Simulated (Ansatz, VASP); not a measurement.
# Pd in VASP and in Ansatz

```
CELL_PARAMETERS angstrom
2.83826 0.00000 0.00000
-1.41913 2.45801 0.00000
0.00000 0.00000 4.71968
ATOMIC_POSITIONS crystal
Pd 0.33333 0.66667 0.25000
Pd 0.66667 0.33333 0.75000
```

This isn't the form of Pd at room conditions, which is fcc.

Alike in both runs: task single point; functional r2SCAN; k mesh 11 × 11 × 6; occupations fermi-dirac, width 0.05 eV; no spin polarisation.

|  | VASP | Ansatz |
| --- | --- | --- |
| version | VASP 6.6.1 | Ansatz 0.2.0 |
| potentials or method | VASP PAW PBE potentials, release 64 (Pd) | Ansatz PAW |
| plane-wave cutoff (eV) | 520 | 500 |
| valence electrons in the cell | 20 | 36 |

```tsv
	VASP	Ansatz	Ansatz less VASP
gap on the k mesh at the Fermi level (eV)	none	none	-
pressure (GPa)	-12.6	-12.8	-0.28
largest component of the traceless stress (GPa)	0.60	0.67	+0.064
```

A gap of «none» marks a metal or a gap that the smearing closes. With one functional, cell and mesh, what is left measures potentials, basis and numerics. The two sets of potentials don't hold the same shells in valence.

Caveats: the PAW data sets were made with another functional, which shifts forces and pressure a little (VASP); the PAW data sets come from PBE, with cores solved anew for the run's functional, which leaves a small shift of forces and pressure (Ansatz).
